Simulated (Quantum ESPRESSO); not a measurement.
# MnO (Fm-3m) in Quantum ESPRESSO: a series of runs, part 2 of 2

Quantum ESPRESSO 7.5. Earlier steps stand in the parts before.

## 3. Hubbard U by linear response, PBEsol+U, collinear spin, ferromagnetic start

pw.in

```
&CONTROL
  calculation = 'scf'
  prefix = 'pwscf'
  outdir = './tmp'
  pseudo_dir = './pseudo'
  tprnfor = .true.
  tstress = .true.
  disk_io = 'low'
/
&SYSTEM
  ibrav = 0
  nat = 2
  ntyp = 2
  ecutwfc = 45
  ecutrho = 360
  nbnd = 20
  occupations = 'smearing'
  smearing = 'fd'
  degauss = 0.00367493
  nspin = 2
  starting_magnetization(1) = 0.2667
  starting_magnetization(2) = 0
/
&ELECTRONS
  conv_thr = 4d-10
  electron_maxstep = 120
  mixing_beta = 0.3
/
ATOMIC_SPECIES
Mn    54.9380 mn_pbesol_v1.5.uspp.F.UPF
O     15.9990 o_pbesol_v1.2.uspp.F.UPF
CELL_PARAMETERS angstrom
   0.0000000000    2.2239077028    2.2239077028
   2.2239077028    0.0000000000    2.2239077028
   2.2239077028    2.2239077028    0.0000000000
ATOMIC_POSITIONS angstrom
Mn     0.0000000000    0.0000000000    0.0000000000
O      2.2239077028    2.2239077028    2.2239077028
K_POINTS automatic
8 8 8 0 0 0
HUBBARD {ortho-atomic}
U Mn-3d 8.0
```

scf2.in

```
&CONTROL
  calculation = 'scf'
  prefix = 'pwscf'
  outdir = './tmp'
  pseudo_dir = './pseudo'
  tprnfor = .true.
  tstress = .true.
  disk_io = 'low'
/
&SYSTEM
  ibrav = 0
  nat = 2
  ntyp = 2
  ecutwfc = 45
  ecutrho = 360
  nbnd = 20
  occupations = 'fixed'
  nspin = 2
  starting_magnetization(1) = 0.2667
  starting_magnetization(2) = 0
  tot_magnetization = 5
/
&ELECTRONS
  conv_thr = 1d-13
  electron_maxstep = 120
  mixing_beta = 0.3
  startingpot = 'file'
  startingwfc = 'file'
/
ATOMIC_SPECIES
Mn    54.9380 mn_pbesol_v1.5.uspp.F.UPF
O     15.9990 o_pbesol_v1.2.uspp.F.UPF
CELL_PARAMETERS angstrom
   0.0000000000    2.2239077028    2.2239077028
   2.2239077028    0.0000000000    2.2239077028
   2.2239077028    2.2239077028    0.0000000000
ATOMIC_POSITIONS angstrom
Mn     0.0000000000    0.0000000000    0.0000000000
O      2.2239077028    2.2239077028    2.2239077028
K_POINTS automatic
8 8 8 0 0 0
HUBBARD {ortho-atomic}
U Mn-3d 8.0
```

hp.in

```
&INPUTHP
  prefix = 'pwscf'
  outdir = './tmp'
  nq1 = 2
  nq2 = 2
  nq3 = 2
  conv_thr_chi = 1d-06
  niter_max = 80
  iverbosity = 1
  alpha_mix(1) = 0.3
/
```

Potentials or basis: GBRV 1.5 PBEsol.

Launch:

```
$ OMP_NUM_THREADS=1 mpirun -n 4 pw.x -nk 4 -in pw.in > pw.out
$ OMP_NUM_THREADS=1 mpirun -n 4 pw.x -nk 4 -in scf2.in > scf2.out
$ OMP_NUM_THREADS=1 mpirun -n 4 hp.x -nk 4 -in hp.in > hp.out
```

pw.out:

```text
This program is part of the open-source Quantum ESPRESSO suite
     for quantum simulation of materials; please cite
         "P. Giannozzi et al., J. Phys.:Condens. Matter 21 395502 (2009);
         "P. Giannozzi et al., J. Phys.:Condens. Matter 29 465901 (2017);
         "P. Giannozzi et al., J. Chem. Phys. 152 154105 (2020);
     in publications or presentations arising from this work. More details at

     Message from routine setup:
     using ibrav=0 with symmetry is DISCOURAGED, use correct ibrav instead

     K-points division:     npool     =       4
     Subspace diagonalization in iterative solution of the eigenvalue problem:
     a serial algorithm will be used

     G-vector sticks info
     --------------------
     sticks:   dense  smooth     PW     G-vecs:    dense   smooth      PW
     Sum         871     433    151                17153     5985    1139

     Using Slab Decomposition

[... 719 lines left out ...]
   -63.2971 -32.3088 -32.3088 -32.2877  -4.9681   7.8727   7.8727   8.5493
    17.8263  17.8263  18.7346  19.2547  19.5103  22.2182  23.2954  23.2954
    25.6839  32.9870  32.9870  40.6272

     the Fermi energy is    12.4423 ev

!    total energy              =    -243.24949181 Ry
     estimated scf accuracy    <          1.9E-11 Ry
     smearing contrib. (-TS)   =      -0.00000139 Ry
     internal energy E=F+TS    =    -243.24949042 Ry

     The total energy is F=E-TS. E is the sum of the following terms:
     one-electron contribution =    -109.45624773 Ry
     hartree contribution      =      65.67505545 Ry
     xc contribution           =     -33.81755595 Ry
     ewald contribution        =    -165.70798005 Ry
     Hubbard energy            =       0.05723787 Ry

     total magnetization       =     5.00 Bohr mag/cell
     absolute magnetization    =     5.00 Bohr mag/cell

     convergence has been achieved in  11 iterations

     negative rho (up, down):  0.000E+00 4.009E-04

     Forces acting on atoms (cartesian axes, Ry/au):

     atom    1 type  1   force =     0.00000000   -0.00000000   -0.00000000
     atom    2 type  2   force =     0.00000000   -0.00000000   -0.00000000

     Total force =     0.000000     Total SCF correction =     0.000000

     Computing stress (Cartesian axis) and pressure

     negative rho (up, down):  0.000E+00 4.009E-04
          total   stress  (Ry/bohr**3)                   (kbar)     P=       76.71
   0.00052150   0.00000000  -0.00000000           76.71        0.00       -0.00
   0.00000000   0.00052150   0.00000000            0.00       76.71        0.00
  -0.00000000   0.00000000   0.00052150           -0.00        0.00       76.71

=------------------------------------------------------------------------------=
   JOB DONE.
=------------------------------------------------------------------------------=
```

scf2.out:

```text
This program is part of the open-source Quantum ESPRESSO suite
     for quantum simulation of materials; please cite
         "P. Giannozzi et al., J. Phys.:Condens. Matter 21 395502 (2009);
         "P. Giannozzi et al., J. Phys.:Condens. Matter 29 465901 (2017);
         "P. Giannozzi et al., J. Chem. Phys. 152 154105 (2020);
[... 710 lines left out ...]
  -0.00000000   0.00052159   0.00000000           -0.00       76.73        0.00
   0.00000000   0.00000000   0.00052159            0.00        0.00       76.73

=------------------------------------------------------------------------------=
   JOB DONE.
=------------------------------------------------------------------------------=
```

hp.out:

```text
This program is part of the open-source Quantum ESPRESSO suite
     for quantum simulation of materials; please cite
         "P. Giannozzi et al., J. Phys.:Condens. Matter 21 395502 (2009);
         "P. Giannozzi et al., J. Phys.:Condens. Matter 29 465901 (2017);
         "P. Giannozzi et al., J. Chem. Phys. 152 154105 (2020);
     in publications or presentations arising from this work. More details at
[... 612 lines left out ...]

     Post-processing calculation of Hubbard parameters ...

     PRINTING TIMING FROM PWSCF ROUTINES:

     PRINTING TIMING FROM HP ROUTINES:

     PRINTING TIMING FROM LR MODULE:

     USPP ROUTINES:

=------------------------------------------------------------------------------=
   JOB DONE.
=------------------------------------------------------------------------------=
```

It took 59 s on 4 MPI ranks of Intel Xeon Platinum 8375C at 2.90GHz (Ice Lake), shared host; peak memory 0.4 GiB.

What came out:

```yaml
Free_energy: -3309.5779 eV
Pressure: 7.7 GPa
Band_gap_on_the_k_mesh: 0.56 eV, indirect (least direct gap 2.46 eV)
Net_moment: 5.00 μB per cell
Absolute_moment: 5.00 μB per cell
Site_moments: Mn +4.35; O +0.11 μB
Valence_electrons_inside_the_program's_atomic_spheres: Mn 12.56; O 5.98
Hubbard_U_from_linear_response: 4.39 eV
```

Levels at points of the mesh, in eV from the valence-band top:
Spin up:
```tsv
k point	band 9	band 10	band 11	band 12	band 13	band 14	band 15	band 16	band 17	band 18
(0.00, 0.00, 0.00)	-5.87	-5.87	-2.13	-2.13	-2.13	0.56	14.74	17.05	17.05	17.05
(0.00, 0.00, -0.50)	-5.46	-5.46	-3.48	0.00	0.00	4.40	8.98	12.67	12.67	19.15
(0.00, -0.50, -0.50)	-5.24	-5.24	-4.59	-3.27	-3.27	5.85	9.07	11.14	14.65	14.65
```
Spin down:
```tsv
k point	band 5	band 6	band 7	band 8	band 9	band 10	band 11	band 12
(0.00, 0.00, 0.00)	-18.29	-1.90	-1.90	-1.90	1.95	5.62	5.62	5.62
(0.00, 0.00, -0.50)	-17.28	-5.80	-2.83	-2.83	5.60	6.45	6.90	6.90
(0.00, -0.50, -0.50)	-17.09	-5.11	-2.92	-2.92	3.81	6.44	6.61	7.41
```

Eigenvalues of the final occupation matrices:
| site | spin | trace | eigenvalues |
| --- | --- | --- | --- |
| Mn 1 3d | 1 | 4.98 | 1.00 1.00 1.00 1.00 1.00 |
| Mn 1 3d | 2 | 0.18 | 0.02 0.02 0.02 0.06 0.06 |

Hubbard U from linear response:
```tsv
site	manifold	U (eV)
1	Mn-3d	4.39
```
On the first site the bare response is -0.035 and the screened one -0.030 eV⁻¹.

Caveat: a cell with one magnetic atom can't hold antiferromagnetic order, which such compounds often take. A k mesh can miss the band edges.
